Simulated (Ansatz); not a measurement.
Starting cell, InN (zinc blende):

```xyz
4
Lattice="0.0000 4.9999 4.9999 2.5000 2.5000 4.9999 2.5000 2.5000 0.0000" Properties=species:S:1:pos:R:3 pbc="T T T"
N      3.7499     3.7499     3.7499
N      3.7499     6.2499     6.2499
In     0.0000     0.0000     0.0000
In     2.5000     4.9999     2.5000
```

The atoms are displaced by Q × the pattern below (from a DFPT mode at X = (0.5, 0.5, 0.0), largest move 1; Q in Å), at fixed cell. (q is in reciprocal vectors of the primitive cell; the cell shown is doubled to hold the pattern.)

```json
[
 {"atom": "In3", "x": "0.000", "y": "0.000", "z": "1.000"},
 {"atom": "In4", "x": "0.000", "y": "0.000", "z": "-1.000"}
]
```

Atoms not listed stay in place.

Calculation: r2SCAN (plane waves to 500 eV, PAW, scalar-relativistic; Ansatz, a first-principles code). k mesh 11×11×11 (Γ-centred), Fermi-Dirac smearing 0.05 eV. E stands for the smeared free energy. With partly filled bands, energies and forces of such displacements shift with the k mesh and the smearing. At this level the bands of InN touch or barely overlap; measurements give the solid a gap. InN was relaxed with its symmetry unable to fall. The PAW data are Ansatz's earlier set. The zero of ΔE is the undisplaced structure.

Give the computed ΔE (meV/cell) at Q (Å) = -0.090, 0.030, 0.060, 0.090, 0.120, 0.180.


```json
[
 {"Q (Å)": "-0.090", "ΔE (meV/cell)": "183"},
 {"Q (Å)": "0.030", "ΔE (meV/cell)": "20"},
 {"Q (Å)": "0.060", "ΔE (meV/cell)": "82"},
 {"Q (Å)": "0.090", "ΔE (meV/cell)": "183"},
 {"Q (Å)": "0.120", "ΔE (meV/cell)": "325"},
 {"Q (Å)": "0.180", "ΔE (meV/cell)": "726"}
]
```

(For displaced atoms, the force is minus the slope of the energy, and its curvature is a force constant, which sets phonon frequencies.)
